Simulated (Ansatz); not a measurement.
**KCl (Sylvite) under changes of volume**

One of the cells (31.151 Å³/atom); the others are scaled copies at fixed shape and fractional positions:

```
K Cl
1.0
     0.00000    3.14647    3.14647
     3.14647    0.00000    3.14647
     3.14647    3.14647    0.00000
K Cl
1 1
Cartesian
  0.0000 0.0000 0.0000
  3.1465 3.1465 3.1465
```

- Program: Ansatz 0.2.0
- Functional: r2SCAN
- Potentials or basis: Ansatz PAW
- Cutoff: 500 eV (not typed: the program's choice for these potentials)
- k mesh: 7 × 7 × 7
- Occupations: fermi-dirac, width 0.05 eV
- Spin: no spin polarisation

```tsv
volume (Å³/atom)	energy over the lowest point (meV/atom)	pressure (GPa)	gap on the mesh (eV)
29.282	7.59	1.4	6.05
29.905	3.24	0.9	5.97
30.528	0.78	0.4	5.90
31.151	0.00	0.0	5.83
31.774	0.71	-0.4	5.76
32.397	2.74	-0.7	5.69
33.020	?	?	?
```

Q: What does the run at 33.020 Å³/atom give?

A: Energy over the lowest point 5.96 meV/atom; pressure -1.0 GPa; gap on the mesh 5.63 eV.

Worked out: A Birch-Murnaghan fit of order 3 (a polynomial in V^(-2/3)) to the other rows has its minimum at 31.15 Å³/atom with B0 = V·E''(V) = 19.1 GPa and B' = 5.0. It gives 5.94 meV/atom at 33.020 Å³/atom, against the run's 5.96, and -dE/dV = -1.0 GPa, against -1.0. A straight line through the other rows of the gap, of slope -3.53 eV per unit of ln V (its deformation potential), extrapolates to 5.62 eV, against the run's 5.63.

Energies are extrapolated to zero smearing.

Caveats: odd divisions of the mesh miss points on the zone boundary, where band edges often lie, so the gap on the mesh can be too wide; the PAW data sets come from PBE, with cores solved anew for the run's functional, which leaves a small shift of forces and pressure.

A mesh can miss the band edges.
